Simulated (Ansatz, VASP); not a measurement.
Two plane-wave programs on Ti

```xyz
3
Lattice="4.5674 0.0000 0.0000 -2.2837 3.9555 0.0000 0.0000 0.0000 2.8262" Properties=species:S:1:pos:R:3 pbc="T T T"
Ti    2.2837    1.3185    1.4131
Ti    0.0000    2.6370    1.4131
Ti    0.0000    0.0000    0.0000
```

This isn't the form of Ti at room conditions, which is hcp.

Alike in both runs: task single point; functional PBEsol; k mesh 7 × 7 × 9; occupations fermi-dirac, width 0.05 eV; no spin polarisation.

|  | VASP | Ansatz |
| --- | --- | --- |
| version | VASP 6.6.1 | Ansatz 0.2.0 |
| potentials or method | VASP PAW PBE potentials, release 64 (Ti_sv) | Ansatz PAW |
| plane-wave cutoff (eV) | 520 | 420 |
| valence electrons in the cell | 36 | 36 |

|  | VASP | Ansatz | Ansatz less VASP |
| --- | --- | --- | --- |
| gap on the k mesh at the Fermi level (eV) | none | none | - |
| pressure (GPa) | -3.9 | -3.7 | +0.20 |
| largest component of the traceless stress (GPa) | 0.06 | 0.05 | -0.006 |

A gap of «none» marks a metal or a gap that the smearing closes.

Caveats: the PAW data sets were made with another functional, which shifts forces and pressure a little (VASP); the PAW data sets come from PBE, with cores solved anew for the run's functional, which leaves a small shift of forces and pressure (Ansatz).
